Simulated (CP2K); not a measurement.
Crystal: AlN.

```
Al N
1.0
     3.08863    0.00000    0.00000
     1.54432    2.67483    0.00000
     1.54432    0.89161    2.52186
Al N
1 1
Direct
  0.00000 0.00000 0.00000
  0.25000 0.25000 0.25000
```

Measurements of this composition are mostly on another form, of space group No. 186.

Program: CP2K 2026.2. Alike in all runs: task band structure; no spin polarisation; cell as given; k mesh 10 × 10 × 10.

Q: Order these runs on this cell by their pressure, lowest first.
A. level PBEsol; potentials or basis POTENTIAL_UZH Al GTH-PBE-q3, N GTH-PBE-q5; TZVP-MOLOPT-PBE-GTH basis; smearing fermi-dirac 0.1 eV; EPS_DEFAULT 1.0E-9; NGRIDS 5; points a segment of the path (NPOINTS) 6; bands added on the path 2; CUTOFF of the grids 450 Ry
B. level r2SCAN; potentials or basis POTENTIAL_UZH Al GTH-SCAN-q3, N GTH-SCAN-q5; TZVP-MOLOPT-SCAN-GTH basis; smearing fermi-dirac 0.1 eV; EPS_DEFAULT 1.0E-9; NGRIDS 5; points a segment of the path (NPOINTS) 8; bands added on the path 4; CUTOFF of the grids 675 Ry
C. level LDA; potentials or basis GTH_POTENTIALS Al GTH-PADE-q3, N GTH-PADE-q5; TZVP-MOLOPT-PBE-GTH basis; smearing fermi-dirac 0.0259 eV; EPS_DEFAULT 1.0E-10; NGRIDS 4; points a segment of the path (NPOINTS) 6; bands added on the path 6; CUTOFF of the grids 450 Ry

A: C (-4.9 GPa), B (-2.3 GPa), A (3.4 GPa).

Caveats: the basis of atomic orbitals isn't converged, which shifts pressures, moduli and gaps; the potentials were made for another functional, which shifts forces and pressure (some runs).

Runs at the PBE level aren't shown here.
